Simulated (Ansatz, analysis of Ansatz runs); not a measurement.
# A defect in a sheet: C_As in monolayer As, part 2 of 3

We look for the structure, spin, formation energy and gap states of neutral C_As in monolayer As. Model: a cell of 18 host atoms with 1 As taken out and 1 C put in.

Ansatz 0.2.0; plane-wave PAW DFT, PBE; supercells relaxed in a periodic cell with vacuum, the primitive cell and the final single points with the Coulomb interaction cut along the normal.

So far. Step 4 (Band edges against the vacuum level): The band edges were searched for over the zone, on the density of this mesh. The valence top lies 5.35 eV and the conduction bottom 3.73 eV below the vacuum level: a gap of 1.62 eV.

## (5) Relaxing the neutral defect

Level of this step: plane-wave PAW DFT, PBE, fully periodic cell with vacuum; relaxation of a defect in a monolayer at fixed charge, a uniform background where charged (Ansatz).

Atoms start from random displacements, so no symmetry is imposed. The relaxation runs in a plain periodic cell, 15 Å high against 30 Å with the cut-off, with 14 Å between the perfect sheet and its image; that is cheaper, but a defect with a dipole feels the field of its images there. Several total moments are run in turn (0 without spin polarisation, the others held), because an open shell can settle in more than one spin state.

Contents of q0_M1.relax/input.yaml:

```yaml
crystal:
  lattice:
    - [10.81644602, 0.0, 0.0]
    - [-5.40822301, 9.36731703, 0.0]
    - [0.0, 0.0, 15.0]
  atoms:
    - { symbol: As, position: [0.0, 0.0, 0.4536445] }
    - { symbol: As, position: [0.11111111, 0.22222222, 0.5463555] }
    - { symbol: As, position: [0.0, 0.33333333, 0.4536445] }
    - { symbol: As, position: [0.11111111, 0.55555556, 0.5463555] }
    - { symbol: As, position: [0.0, 0.66666667, 0.4536445] }
    - { symbol: As, position: [0.11111111, 0.88888889, 0.5463555] }
    - { symbol: As, position: [0.33333333, 0.0, 0.4536445] }
    - { symbol: As, position: [0.44444444, 0.22222222, 0.5463555] }
    - { symbol: As, position: [0.33333333, 0.33333333, 0.4536445] }
    - { symbol: C, position: [0.44444444, 0.55555556, 0.5463555] }
    - { symbol: As, position: [0.33333333, 0.66666667, 0.4536445] }
    - { symbol: As, position: [0.44444444, 0.88888889, 0.5463555] }
    - { symbol: As, position: [0.66666667, 0.0, 0.4536445] }
    - { symbol: As, position: [0.77777778, 0.22222222, 0.5463555] }
    - { symbol: As, position: [0.66666667, 0.33333333, 0.4536445] }
    - { symbol: As, position: [0.77777778, 0.55555556, 0.5463555] }
    - { symbol: As, position: [0.66666667, 0.66666667, 0.4536445] }
    - { symbol: As, position: [0.77777778, 0.88888889, 0.5463555] }
basis:
  ecutwfc: 420
  xc_grid: 2
hamiltonian:
  xc: pbe
kpoints:
  mp_grid: { grid: [2, 2, 1] }
magnetization:
  spin_polarized: true
  initial_magnetization: 1
  spin_locking: { lock_magnetization: hard }
scf:
  occupations: { method: fixed }
  max_iter: 60
output:
  forces: true
relax:
  f_tol: 0.03
  max_steps: 80
  random_displacement: { amplitude: 0.03, seed: 112 }
```

On the command line:

```bash
ansatz run input.yaml --threads 4 --pin off --max-ram 10362MiB --backend cpu --events-out ev --progress --plain --runs-dir out
```

Numbers of over 12 decimals in the logs are rounded to 6 here.

What it wrote:

```text
[...]
Crystal: 18 atoms, lattice volume = 1519.816 Å³
Basis set: ecut = 420 eV, 29595 PW (Γ), exchange–correlation on 150×150×216 points (8 copies of the dense FFT grid, shifted against one another)
Bands: 156, of which v1, the nominal top of the filled ones, is band 130 counted from 1 (129 counted from 0)
Symmetry: 1 space group operations
k-points: 4
[...]
Starting moments: Σ|m| = 1 μB on 18 of 18 sites
[...]
SCF iter   1: F=—  HF=-82800.051780 eV  |F-HF|=—  |Δ(HF+E_count)|=         —  Δρ=9.43e-3 (↑9.43e-3 ↓8.79e-3)  dr2=8.34e0  dr2_m=7.30e-2  M=1.000 μB ∫|m|=1.009 μB  β_m=0.30  ethr=3.10e-3  ⟨swp⟩=5.9  Hψ=3757  notcnv=0  defer=176
[...]
spin=Collinear: Resta preconditioning applied to the charge; magnetization (m = ρ↑ − ρ↓) channel mixes plain (no charge-response kernel on spin).
SCF iter   2: F=—  HF=-82799.853149 eV  |F-HF|=—  |Δ(HF+E_count)|=   1.99e-1  Δρ=7.88e-3 (↑6.60e-3 ↓7.88e-3)  dr2=4.77e0  dr2_m=7.76e-2  M=1.000 μB ∫|m|=1.009 μB  β_m=0.27  ethr=3.10e-3  ⟨swp⟩=2.0  Hψ=1652  notcnv=0  defer=180
[...]
SCF iter  14: F=-82799.330914 eV  HF=-82799.330914 eV  |F-HF|=5.45e-8  |Δ(HF+E_count)|=   5.88e-8  Δρ=2.10e-6 (↑1.48e-6 ↓2.10e-6)  dr2=4.26e-8  dr2_m=3.68e-8  M=1.000 μB ∫|m|=1.082 μB  ethr=5.99e-10  ⟨swp⟩=2.8  Hψ=2362  notcnv=0
SCF 1 converged in 14 iterations: F = -82799.330914 eV  dr2 = 4.26e-8
[...]
relax step   1: F+E_penalty+E_count = -82799.33091429 eV  Δ(F+E_penalty+E_count) = +0.000e0 eV  max|allowed force component| = 3.711e0 eV/Å  Δτ_max = 0.0000 Å  (14 SCF iters, dr2 threshold 2.25e-5 eV, accepted)
[...]
relax step   2: F+E_penalty+E_count = -82800.59019615 eV  Δ(F+E_penalty+E_count) = -1.259e0 eV  max|allowed force component| = 3.297e0 eV/Å  Δτ_max = 0.1950 Å  (9 SCF iters, dr2 threshold 1.00e-4 eV, accepted)
relax step   3: F+E_penalty+E_count = -82801.52047425 eV  Δ(F+E_penalty+E_count) = -9.303e-1 eV  max|allowed force component| = 1.691e0 eV/Å  Δτ_max = 0.1949 Å  (9 SCF iters, dr2 threshold 1.00e-4 eV, accepted)
relax step   4: F+E_penalty+E_count = -82801.82871467 eV  Δ(F+E_penalty+E_count) = -3.082e-1 eV  max|allowed force component| = 3.542e-1 eV/Å  Δτ_max = 0.1948 Å  (9 SCF iters, dr2 threshold 1.00e-4 eV, accepted)
relax step   5: F+E_penalty+E_count = -82801.90292421 eV  Δ(F+E_penalty+E_count) = -7.421e-2 eV  max|allowed force component| = 1.967e-1 eV/Å  Δτ_max = 0.1747 Å  (9 SCF iters, dr2 threshold 7.84e-6 eV, accepted)
relax step   6: F+E_penalty+E_count = -82801.92139129 eV  Δ(F+E_penalty+E_count) = -1.847e-2 eV  max|allowed force component| = 8.827e-2 eV/Å  Δτ_max = 0.1108 Å  (10 SCF iters, dr2 threshold 2.42e-6 eV, accepted)
relax step   7: F+E_penalty+E_count = -82801.92311058 eV  Δ(F+E_penalty+E_count) = -1.719e-3 eV  max|allowed force component| = 2.304e-2 eV/Å  Δτ_max = 0.0321 Å  (9 SCF iters, dr2 threshold 1.57e-6 eV, accepted)
[...]
relax step   8: F+E_penalty+E_count = -82801.92311058 eV  Δ(F+E_penalty+E_count) = -2.852e-9 eV  max|allowed force component| = 2.305e-2 eV/Å  Δτ_max = 0.0000 Å  (3 SCF iters, accepted)
[...]
the band table was solved once a step of the walk had ended and its energy, with any forces and stress, was formed, with the checks that follow a solve (5949 applications of the Hamiltonian). They found nothing against the state; [...]
SCF converged after 3 iterations
Magnetization: 1.0000 μB (130.0000 up, 129.0000 down)
Absolute magnetization: 1.1855 μB (∫|ρ↑−ρ↓|, with the PAW one-centre terms)
[...]
Per-site moments (μB) at R_I (Å): [(-0.00380991, 1.031288), (0.028308, 1.026768), (0.00341323, 1.026768), [... 15 left out ...]
Free energy (F): -82801.923111 eV
[...]
Internal energy: -82801.923111 eV  (E = F + TS)
E sigma→0 (E₀):  -82801.923111 eV
Fermi energy:    -1.096749 (↑ -1.096749, ↓ -1.779387) eV
[...]
--- Forces (eV/Å), atoms counted from 1 ---
  atom   1  As     0.00089658     0.00126820     0.00475701
  atom   2  As     0.00475135     0.00888300    -0.00295860
  atom   3  As     0.00175832    -0.00195726     0.00357861
  atom   4  As     0.00499902    -0.00290049    -0.00248561
  atom   5  As     0.00041518     0.00159995     0.00389402
  atom   6  As    -0.00100596    -0.00194674    -0.00160050
  atom   7  As     0.00011449     0.00078328     0.00566793
  atom   8  As    -0.00474469     0.00164380    -0.00338217
  atom   9  As     0.00130402    -0.00560119    -0.00764589
  atom  10  C     -0.01111658    -0.02304695    -0.00094369
  atom  11  As    -0.00034634     0.00448181     0.00288067
  atom  12  As    -0.01176668     0.00572247    -0.00652346
  atom  13  As    -0.00158933     0.00307746    -0.00202175
  atom  14  As     0.00048345     0.00136635     0.00751248
  atom  15  As    -0.00090317    -0.00398814     0.00090019
  atom  16  As     0.00493020    -0.00001629    -0.00333296
  atom  17  As    -0.00078490     0.00173701     0.00839118
  atom  18  As     0.01260403     0.00889081    -0.00668545
  max |Σ_I F_I| component: 2.93e-6 eV/Å
--- Band table (eV; the first three rows and the last of 8) ---
[...]
[... further k-points left out ...]
--- Relaxed structure (8 steps of the walk, 8 accepted, 0 SCFs on fresh bases) ---
  F+E_penalty+E_count = -82801.92311058 eV   max|allowed force component| = 2.305e-2 eV/Å
  atoms:
    - { symbol: As, position: [1.693708038729867e-5, -0.000867, 0.459379] }
    - { symbol: As, position: [0.114202, 0.229154, 0.548779] }
    - { symbol: As, position: [-0.004218, 0.331492, 0.456597] }
    - { symbol: As, position: [0.114556, 0.552561, 0.548488] }
    - { symbol: As, position: [0.000189, 0.668277, 0.459168] }
    - { symbol: As, position: [0.110537, 0.888856, 0.553015] }
    - { symbol: As, position: [0.331375, -0.000779, 0.459423] }
    - { symbol: As, position: [0.447179, 0.229313, 0.548813] }
    - { symbol: As, position: [0.341576, 0.350955, 0.454210] }
    - { symbol: C, position: [0.444153, 0.555847, 0.488924] }
    - { symbol: As, position: [0.341561, 0.657905, 0.453643] }
    - { symbol: As, position: [0.447002, 0.884532, 0.548686] }
    - { symbol: As, position: [0.667834, 0.003461, 0.456670] }
    - { symbol: As, position: [0.777181, 0.222211, 0.551715] }
    - { symbol: As, position: [0.667863, 0.331530, 0.456605] }
    - { symbol: As, position: [0.769963, 0.552649, 0.548409] }
    - { symbol: As, position: [0.648650, 0.657977, 0.453344] }
    - { symbol: As, position: [0.769657, 0.884348, 0.548588] }
```

Run time: 3.7 min. Hardware: 4 threads of Arm Neoverse V2, shared host; peak memory 4.5 GiB.

In the next tables energies count from the displaced start, and moves from the positions in the input.

Step by step:

| step | energy less that of the first step (eV) | largest force component (eV/Å) |
| --- | --- | --- |
| 1 | 0.0000 | 3.7113 |
| 2 | -1.2593 | 3.2971 |
| 3 | -2.1896 | 1.6914 |
| 4 | -2.4978 | 0.3542 |
| 5 | -2.5720 | 0.1967 |
| 6 | -2.5905 | 0.0883 |
| 7 | -2.5922 | 0.0230 |
| 8 | -2.5922 | 0.0230 |

The atoms that moved most (Å, from the sites as typed, ahead of the random displacement, the mean shift of all atoms taken out):

| atom | dx | dy | dz | length |
| --- | --- | --- | --- | --- |
| C10 | 0.002 | 0.003 | -0.857 | 0.857 |
| As9 | 0.000 | 0.165 | 0.013 | 0.166 |
| As11 | 0.143 | -0.082 | 0.005 | 0.164 |
| As17 | -0.142 | -0.081 | 0.000 | 0.163 |
| As6 | 0.000 | 0.000 | 0.105 | 0.105 |
| As7 | -0.011 | -0.007 | 0.091 | 0.092 |
| As1 | 0.011 | -0.008 | 0.091 | 0.092 |
| As5 | 0.000 | 0.015 | 0.087 | 0.089 |

The relaxed structure:

```xyz
18
Lattice="10.8164 0.0000 0.0000 -5.4082 9.3673 0.0000 0.0000 0.0000 15.0000" Properties=species:S:1:pos:R:3
As    0.0049   -0.0081    6.8907
As   -0.0041    2.1466    8.2317
As   -1.8384    3.1052    6.8490
As   -1.7493    5.1760    8.2273
As   -3.6122    6.2600    6.8875
As   -3.6115    8.3262    8.2952
As    3.5885   -0.0073    6.8913
As    3.5967    2.1480    8.2322
As    1.7966    3.2875    6.8131
C     1.7980    5.2068    7.3339
As    0.1364    6.1628    6.8046
As    0.0512    8.2857    8.2303
As    7.2049    0.0324    6.8501
As    7.2046    2.0815    8.2757
As    5.4309    3.1055    6.8491
As    5.3394    5.1768    8.2261
As    3.4576    6.1635    6.8002
As    3.5422    8.2840    8.2288
```

The atoms nearest to the centre after the run:

| atom | distance (Å) |
| --- | --- |
| C10 | 0.861 |
| As9 | 2.363 |
| As17 | 2.368 |
| As11 | 2.373 |
| As16 | 3.537 |
| As18 | 3.537 |
| As8 | 3.544 |
| As12 | 3.545 |
| As2 | 3.552 |
| As4 | 3.552 |

Among the atoms that came to bonding distance: As9–C10 1.99 Å (from 2.50); As11–C10 1.99 Å (from 2.50); As17–C10 1.99 Å (from 2.50).

All neutral relaxations:

| moment (μB) | filling | outcome | structures computed | largest displacement from the input (Å) | added thickness (Å) | time |
| --- | --- | --- | --- | --- | --- | --- |
| 1 | fixed | converged | 8 | 0.86 | 0.10 | 3.7 min |
| 3 | smeared | converged | 10 | 0.86 | 0.27 | 5.2 min |

With the common shift of the atoms taken out, the largest displacement is 0.86 Å, and the sheet with its defect is 0.10 Å thicker than the perfect one.

[end of part 2 of 3]

[Logs are printed without paths, hosts, clocks, repeated set-up lines and the standing remarks that a program may print on its own settings, such as how far it seeks lower states.]

[Hosts, paths, dates, database ids (printed as entryN), source tags and the programs' standing remarks are cut or masked in the printed files.]

[Maps of the electrostatic potential energy from Ansatz leave out the sawtooth potential of an applied field or a dipole correction, so their vacuum need not be flat.]
